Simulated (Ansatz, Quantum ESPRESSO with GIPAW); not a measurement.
**15N and 71Ga NMR of GaN, calculated**

Wanted: NMR shieldings for each site of GaN.

Calculated with Quantum ESPRESSO with GIPAW 8.0dev (patched build); DFT, PBEsol, plane-wave PAW (pslibrary 1.0.0 recipes), scalar-relativistic, GIPAW; a patched development version of the program.

## Step 1: The structure

It takes space group F-43m (No. 216, cubic). Conventional cell: a = 4.507 Å, b = 4.507 Å, c = 4.507 Å, α = 90.00°, β = 90.00°, γ = 90.00°. Ga has 4 N at 1.95 Å nearest. Nearest to N lie 4 Ga at 1.95 Å. Farther neighbours and most contacts between anions are not listed.

The cell is a computed entry of the Materials Project; it need not be the form that is stable at ambient conditions.

## Step 2: The SCF step

The shielding is a linear response of the occupied states, which this run provides. It is converged far beyond what an energy needs, since the response uses the wavefunctions themselves. No empty states are asked for: the response is solved without them. The mesh has a spacing of 0.22 Å⁻¹ at most. The PAW files were made with ld1.x from the pslibrary 1.0.0 recipes, with GIPAW reconstruction switched on.

Contents of scf.in:

```
&control
  calculation = 'scf'
  prefix = 'x'
  outdir = './tmp/'
  pseudo_dir = './'
/
&system
  ibrav = 0
  nat = 2
  ntyp = 2
  ecutwfc = 70
  ecutrho = 420
  nbnd = 9
/
&electrons
  conv_thr = 1.0d-10
  mixing_beta = 0.7
  electron_maxstep = 100
/
ATOMIC_SPECIES
  Ga 69.723 Ga.pbesol-dn-kjpaw_psl.1.0.0-gipaw.UPF
  N 14.007 N.pbesol-n-kjpaw_psl.1.0.0-gipaw.UPF
CELL_PARAMETERS angstrom
  0.00000000 2.25350061 2.25350061
  2.25350061 0.00000000 2.25350061
  2.25350061 2.25350061 0.00000000
ATOMIC_POSITIONS crystal
  Ga 0.00000000 0.00000000 0.00000000
  N 0.25000000 0.25000000 0.25000000
K_POINTS automatic
  11 11 11 0 0 0
```

Started as:

```console
$ mpirun -np 4 pw.x -nk 4 -in scf.in > scf.out
```

What it wrote:

```text
[...]
as large as its charge; the limit is 4.5
     Functions over the limit replaced by smooth ones with the moment of the charge, as mend_augmentation asks: 1
[...]
as large as its charge; the limit is 4.5
     Functions over the limit replaced by smooth ones with the moment of the charge, as mend_augmentation asks: 2
     This moves results (see INPUT_PW). Waves and levels in the save fit builds from 8.0dev_s219 on
     using ibrav=0 with symmetry is DISCOURAGED, use correct ibrav instead

     bravais-lattice index     =            0
     lattice parameter (alat)  =       6.0224  a.u.
     unit-cell volume          =     154.4542 (a.u.)^3
     number of atoms/cell      =            2
     number of atomic types    =            2
     number of electrons       =        18.00
     number of Kohn-Sham states=            9
     kinetic-energy cutoff     =      70.0000  Ry
     charge density cutoff     =     420.0000  Ry
     scf convergence threshold =      1.0E-10
     mixing beta               =       0.7000
     number of iterations used =            8  plain     mixing
     Exchange-correlation= SLA-PW-PSX-PSC
                           (   1   4  10   8   0   0   0)
[...]
Ga               13.00    69.72300     Ga( 1.00)
     N                 5.00    14.00700     N ( 1.00)

     24 Sym. Ops. (no inversion) found
[...]
number of k points=    56
[...]
Dense  grid:    22371 G-vectors     FFT dimensions: (  40,  40,  40)

     Smooth grid:    12051 G-vectors     FFT dimensions: (  36,  36,  36)

     Initial potential from superposition of free atoms

     starting charge      17.9973, renormalised to      18.0000
     Starting wfcs are   13 randomized atomic wfcs

     Self-consistent Calculation

     iteration #  1     ecut=    70.00 Ry     beta= 0.70
     Davidson diagonalization with overlap
     ethr =  1.00E-02,  avg # of iterations =  1.2

     total energy              =    -302.52864811 Ry
     estimated scf accuracy    <       0.51986695 Ry

     iteration #  2     ecut=    70.00 Ry     beta= 0.70
     Davidson diagonalization with overlap
     ethr =  2.89E-03,  avg # of iterations =  5.7

     total energy              =    -302.76186598 Ry
     estimated scf accuracy    <       0.60073748 Ry

     iteration #  3     ecut=    70.00 Ry     beta= 0.70
     Davidson diagonalization with overlap
     ethr =  2.89E-03,  avg # of iterations =  2.4

     total energy              =    -302.87094179 Ry
     estimated scf accuracy    <       0.01472173 Ry

[...]
total energy              =    -302.89851063 Ry
[...]
iteration # 27     ecut=    70.00 Ry     beta= 0.70
     Davidson diagonalization with overlap
     ethr =  2.34E-10,  avg # of iterations =  2.8

     total energy              =    -302.89851063 Ry
     estimated scf accuracy    <       0.00000003 Ry

     iteration # 28     ecut=    70.00 Ry     beta= 0.70
     Davidson diagonalization with overlap
     ethr =  1.76E-10,  avg # of iterations =  4.2

     End of self-consistent calculation
     [one-electron energies left out]

!    total energy              =    -302.89851064 Ry
     total all-electron energy =     -3994.363142 Ry
     estimated scf accuracy    <          3.5E-11 Ry

     The total energy is the sum of the following terms:
     one-electron contribution =     -90.31155057 Ry
     hartree contribution      =      64.82094385 Ry
     xc contribution           =     -43.76716705 Ry
     ewald contribution        =    -116.67431699 Ry
     one-center paw contrib.   =    -116.96641988 Ry

     convergence has been achieved in  28 iterations
[...]
JOB DONE.
```

It took 21 s on 4 MPI ranks of Arm Neoverse V1, shared host; peak memory 0.4 GiB; 84 s of CPU time.

It converged in 28 cycles to an estimated accuracy of 4e-11 Ry, on 56 irreducible k-points.

## Step 3: Magnetic response

The job finds the current that a weak uniform field induces (applied as a long wave, q_gipaw) and the field that this current makes at each nucleus. On atoms with p or d valence electrons much of the paramagnetic part arises close to the nucleus, where the PAW partial waves rebuild the true states. pawproj makes the reconstruction use the PAW data sets' own projectors.

Contents of nmr.in:

```
&inputgipaw
  job = 'nmr'
  prefix = 'x'
  tmp_dir = './tmp/'
  restart_mode = 'from_scratch'
  verbosity = 'low'
  q_gipaw = 0.01
  spline_ps = .true.
  conv_threshold = 1.0d-11
  use_nmr_macroscopic_shape = .false.
  pawproj(1) = .true.
  pawproj(2) = .true.
/
```

Started as:

```console
$ mpirun -np 4 gipaw.x -in nmr.in > nmr.out
```

What it wrote:

```text
[banner, memory and clock lines left out]
[a note of our patched build left out]

     Parallelizing q-star over 1 images

     IMPORTANT: XC functional enforced from input :
     Exchange-correlation= PBESOL
                           (   1   4  10   8   0   0   0)
     Any further DFT definition will be discarded
     Please, verify this is what you really want

     In Ga.pbesol-dn-kjpaw_psl.1.0.0-gipaw.UPF the largest augmentation function (projectors 3 and 5, L = 1) is 7.7 times
     as large as its charge; the limit is 4.5
     Functions over the limit replaced by smooth ones with the moment of the charge, as in the saved run: 1

     In N.pbesol-n-kjpaw_psl.1.0.0-gipaw.UPF the largest augmentation function (projectors 1 and 4, L = 1) is 9.4 times
     as large as its charge; the limit is 4.5
     Functions over the limit replaced by smooth ones with the moment of the charge, as in the saved run: 2

[...]
alpha_pv=     31.8662 eV

     spline_ps is .false., expect some extrapolation errors

     q-space interpolation up to    84.00 Rydberg

     GIPAW job: nmr
     NMR macroscopic correction: no
[...]
Computing the magnetic susceptibility     isolve=0    ethr=  0.1000E-10
     Starting from scratch
     k-point #    1 of    56      pool #  1    cpu time:       0.7
[...]
End of magnetic susceptibility calculation

     f-sum rule (1st term):
           -10.3543          0.0000          0.0000
            -0.0000        -10.3543          0.0000
             0.0000         -0.0000        -10.3543

     f-sum rule (2nd term):
            -0.2702          0.0000          0.0000
             0.0000         -0.2702          0.0000
             0.0000          0.0000         -0.2702

     f-sum rule (should be   -10.6211):
           -10.6245          0.0000          0.0000
            -0.0000        -10.6245          0.0000
             0.0000         -0.0000        -10.6245

[... susceptibilities left out ...]
     Contributions to the NMR chemical shifts: -------------------------------

     Macroscopic shape contribution in ppm:                    0.00
             0.0000          0.0000          0.0000
             0.0000          0.0000          0.0000
             0.0000          0.0000          0.0000

     Core contribution in ppm:

     Atom  1  Ga  pos: (  0.000000  0.000000  0.000000)  core sigma:        2361.94
     Atom  2  N   pos: (  0.353553  0.353553  0.353553)  core sigma:         235.22

     Bare contribution in ppm:

     Atom  1  Ga  pos: (  0.000000  0.000000  0.000000)  bare sigma:        -252.84
[...]
Atom  2  N   pos: (  0.353553  0.353553  0.353553)  bare sigma:          -2.58
[...]
Diamagnetic contribution in ppm:

     Atom  1  Ga  pos: (  0.000000  0.000000  0.000000)  dia sigma:         254.38
[...]
Atom  2  N   pos: (  0.353553  0.353553  0.353553)  dia sigma:           6.41
[...]
Paramagnetic contribution in ppm:

     Atom  1  Ga  pos: (  0.000000  0.000000  0.000000)  para sigma:       -2226.05
[...]
Atom  2  N   pos: (  0.353553  0.353553  0.353553)  para sigma:        -102.41
[...]
Paramagnetic US occ-occ contribution in ppm:

     Atom  1  Ga  pos: (  0.000000  0.000000  0.000000)  para_oo sigma:          -6.17
[...]
Atom  2  N   pos: (  0.353553  0.353553  0.353553)  para_oo sigma:           5.86
[...]
Paramagnetic US L_R Q_R contribution in ppm:

     Atom  1  Ga  pos: (  0.000000  0.000000  0.000000)  para_lq sigma:        1185.17
[...]
Atom  2  N   pos: (  0.353553  0.353553  0.353553)  para_lq sigma:         -43.84
[...]
Total NMR chemical shifts in ppm: ---------------------------------------
     (adopting the Simpson convention for anisotropy and asymmetry)-----------

     Atom  1  Ga  pos: (  0.000000  0.000000  0.000000)  Total sigma:        1316.44
          1316.4377         -0.0000         -0.0000
            -0.0000       1316.4377         -0.0000
            -0.0000         -0.0000       1316.4377

     Ga      1    anisotropy:      0.00    eta:    0.0000
[...]
Atom  2  N   pos: (  0.353553  0.353553  0.353553)  Total sigma:          98.68
            98.6753          0.0000         -0.0000
             0.0000         98.6753          0.0000
            -0.0000          0.0000         98.6753

     N       2    anisotropy:      0.00    eta:    0.0000
[...]
```

Elapsed: 3 min, on 4 MPI ranks; peak memory 0.25 GiB.

The f-sum rule is met to 0.0034 of 10.6 (0.03 %). Converged shieldings require that this miss be small, but a small miss does not prove them. This build smooths some augmentation functions of the files as it reads them, which, it says, moves results; by how much was not measured here.

From the symmetric part of each tensor, with principal values σ11 ≤ σ22 ≤ σ33: σ_iso is their mean, the span is σ33 − σ11 and the skew 3(σ_iso − σ22)/span. (gipaw.x prints an anisotropy in another convention.)

```csv
site,atom no.,atoms in cell,σ_iso (ppm),span (ppm),skew
Ga,1,1,1316,0,-
N,2,1,98.7,0.0,-
```

The macroscopic shape term is switched off. For a spherical sample the valence susceptibility of this run would add about -2 ppm to every site, a rough estimate, since the susceptibility converges slowly and lacks part of the PAW terms. Differences within the crystal don't depend on it, but shieldings of different compounds can't be compared to better than a few ppm without it.

Ga and N sit on cubic site symmetry, where the tensor must be isotropic.

How the isotropic values are made up (ppm). The core part is that of the free atom's core; bare is the current of the smooth valence states; the last two are what the PAW spheres add to the diamagnetic and the paramagnetic current:

| site | core | bare | reconstruction, dia | reconstruction, para |
| --- | --- | --- | --- | --- |
| Ga | 2361.9 | -252.8 | 254.4 | -1047.0 |
| N | 235.2 | -2.6 | 6.4 | -140.4 |

The quadrupolar nuclei (14N and 71Ga) sit on sites where the field gradient vanishes by symmetry, so they have no quadrupolar coupling.

## Step 4: Sites, surroundings and shifts

Covalently bonded atoms count as neighbours within 1.18 times the sum of their radii. Otherwise a cation's neighbours lie within 1.2 times its shortest bond (1.3 for large cations, each anion's radius taken off where they differ), and an anion's are the cations that count it.

| site | atom no. | atoms in cell | surroundings | bonds (Å) | σ_iso (ppm) |
| --- | --- | --- | --- | --- | --- |
| Ga | 1 | 1 | GaN4 | 1.952 | 1316 |
| N | 2 | 1 | bound to Ga4 | 1.952 | 98.7 |

## Step 5: Other settings and structures

Each row names what was changed: another mesh tests the sampling of the zone; another functional shows how far the paramagnetic term hangs on the exchange-correlation form; another cutoff tests the basis.

Changes of σ_iso (ppm) against the run above (PBEsol, cutoffs 70 and 420 Ry, mesh 11×11×11, 13 min). Times are CPU times of pw.x and gipaw.x together, on 4 MPI ranks of Arm Neoverse V1, shared host; on a shared host they are rough.

```csv
run,CPU time,f-sum miss,Ga,N
mesh 13×13×13,21 min,0.0013,+0.4,+4.8
PBE,14 min,0.0031,+19.2,+6.1
cutoffs 55 and 340 Ry,9.4 min,0.0039,+3.3,+0.1
```

The largest move is +19.2 ppm, on Ga, from PBE.

## Step 6: Outcome

| Item | Value |
| --- | --- |
| 15N shielding without shape term | 98.7 ppm |
| 71Ga shielding without shape term | 1316 ppm |

15N has one site (bound to Ga4), with isotropic shielding 98.7 ppm (shape term left out). A shift needs a reference, δ = σ_ref − σ, fixed on measured compounds; for 15N of this kind at this level too few were at hand, or they scattered too widely about a line, so none is given. Going to mesh 13×13×13 changes no isotropic shielding by more than 4.8 ppm, a first measure of the error left in that respect. A higher cutoff was not carried through on these files. The cheaper run with cutoffs 55 and 340 Ry takes about 70 % of the time and is off by 0.098 ppm on N, and by 3.4 ppm at most. The largest change with the functional is 19.2 ppm in absolute shielding; part of that drops out once each functional has its own reference line. This build of gipaw.x prints that it is not audited and that its numbers are no references by themselves. It also reports spline_ps as false although the input sets it; why was not traced. pw.x warned of eigenvalues not converged in some cycles of 2 ground-state runs, which then met the threshold.

[Banner, clock, file and message-heading lines were taken out of the pw.x and gipaw.x logs.]

[Logs are printed without paths, hosts, clocks, repeated set-up lines and the standing remarks that a program may print on its own settings, such as how far it seeks lower states.]

[Hosts, paths, dates, database ids (printed as entryN), source tags and the programs' standing remarks are cut or masked in the printed files.]

[Where no reference line passes its bar on scatter, no shift is given, so a measured shift of this compound may stand uncompared.]
